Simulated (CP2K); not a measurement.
MoS2: band structure with PBEsol

The system is MoS2, a slab with vacuum.

```
Mo S
1.0
     3.18413    0.00000    0.00000
    -1.59206    2.75753    0.00000
     0.00000    0.00000   17.33460
Mo S
1 2
Direct
  0.00000 0.00000 0.00000
  0.33333 0.66667 0.91051
  0.33333 0.66667 0.08949
```

| Quantity | Value |
| --- | --- |
| Program | CP2K 2026.2 |
| Task | band structure |
| Functional | PBEsol |
| Potentials or basis | POTENTIAL_UZH Mo GTH-PBE-q14, S GTH-PBE-q6; TZVP-MOLOPT-PBE-GTH basis |
| Density cutoff | 6123 eV |
| k mesh | 10 × 10 × 2 |
| Occupations | fermi-dirac, width 0.1 eV |
| Spin | no spin polarisation |
| SCF solver | diagonalisation with k points |
| Quickstep method | GPW |
| EPS_DEFAULT | 1.0E-9 |
| EPS_SCF | 1.0E-6 |
| MAX_SCF | 100 |
| SCF_GUESS | ATOMIC |
| k points reduced by the point group | yes |
| Mesh centred on Gamma | yes |
| CHOLESKY | OFF |
| EPS_EIGVAL | 1.0E-7 |
| MIXING METHOD | BROYDEN_MIXING |
| MIXING ALPHA | 0.4 |
| NBUFFER | 8 |
| NGRIDS | 5 |
| Basis sets | Mo TZVP-MOLOPT-PBE-GTH-q14, S TZVP-MOLOPT-PBE-GTH-q6 |
| Potentials | Mo GTH-PBE-q14 of POTENTIAL_UZH, S GTH-PBE-q6 of POTENTIAL_UZH |
| ADDED_MOS | [15] |
| Points a segment of the path (NPOINTS) | 10 |
| Bands added on the path | 4 |
| REL_CUTOFF (Ry) | 60 Ry |
| MIXING BETA (1/bohr) | 1.5 1/bohr |
| CUTOFF of the grids | 450 Ry |

- Largest force: 0.141 eV/Å
- Band gap on the k mesh: 1.73 eV, indirect (least direct gap 1.96 eV)
- Band gap along the path: 1.57 eV, indirect (least direct gap 1.68 eV)
- Mulliken charges: Mo -0.28; S +0.14 e

Forces in eV/Å, atoms in the order of the input:
```
Mo   0.000  0.000  0.000
S    0.000  0.000 -0.141
S    0.000  0.000  0.141
```

Stress tensor (GPa, compression positive):
```
-0.75  0.00  0.00
 0.00 -0.75  0.00
 0.00  0.00  0.46
```

Levels at the corners of the path, in eV from the valence-band top:
| point | band 9 | band 10 | band 11 | band 12 | band 13 | band 14 | band 15 | band 16 | band 17 | band 18 |
| --- | --- | --- | --- | --- | --- | --- | --- | --- | --- | --- |
| Γ | -2.80 | -1.80 | -1.66 | -1.66 | 0.00 | 2.72 | 2.72 | 3.02 | 3.02 | 5.98 |
| M | -4.21 | -3.33 | -1.90 | -1.08 | -0.71 | 2.20 | 2.73 | 3.87 | 4.34 | 6.29 |
| K | -4.20 | -3.66 | -2.95 | -2.19 | -0.11 | 1.57 | 3.06 | 3.56 | 4.89 | 7.38 |
| Γ | -2.80 | -1.80 | -1.66 | -1.66 | 0.00 | 2.72 | 2.72 | 3.02 | 3.02 | 5.98 |
| A | -2.80 | -1.80 | -1.66 | -1.66 | 0.00 | 2.72 | 2.72 | 3.02 | 3.02 | 5.98 |
| L | -4.21 | -3.33 | -1.90 | -1.08 | -0.71 | 2.20 | 2.73 | 3.87 | 4.34 | 6.29 |
| H | -4.20 | -3.66 | -2.95 | -2.19 | -0.11 | 1.57 | 3.06 | 3.56 | 4.89 | 7.38 |
| A | -2.80 | -1.80 | -1.66 | -1.66 | 0.00 | 2.72 | 2.72 | 3.02 | 3.02 | 5.98 |
| L | -4.21 | -3.33 | -1.90 | -1.08 | -0.71 | 2.20 | 2.73 | 3.87 | 4.34 | 6.29 |
| M | -4.21 | -3.33 | -1.90 | -1.08 | -0.71 | 2.20 | 2.73 | 3.87 | 4.34 | 6.29 |
| K | -4.20 | -3.66 | -2.95 | -2.19 | -0.11 | 1.57 | 3.06 | 3.56 | 4.89 | 7.38 |
| H | -4.20 | -3.66 | -2.95 | -2.19 | -0.11 | 1.57 | 3.06 | 3.56 | 4.89 | 7.38 |

It took 25 s on 1 thread of Arm Neoverse V2, on a shared host, peak memory 0.46 GiB.

Caveat: Mulliken charges move with the basis; the potentials were made for another functional, which shifts forces and pressure; the basis of atomic orbitals isn't converged, which shifts pressures, moduli and gaps. A hybrid or GW would open this gap; PBEsol tends to underestimate it.
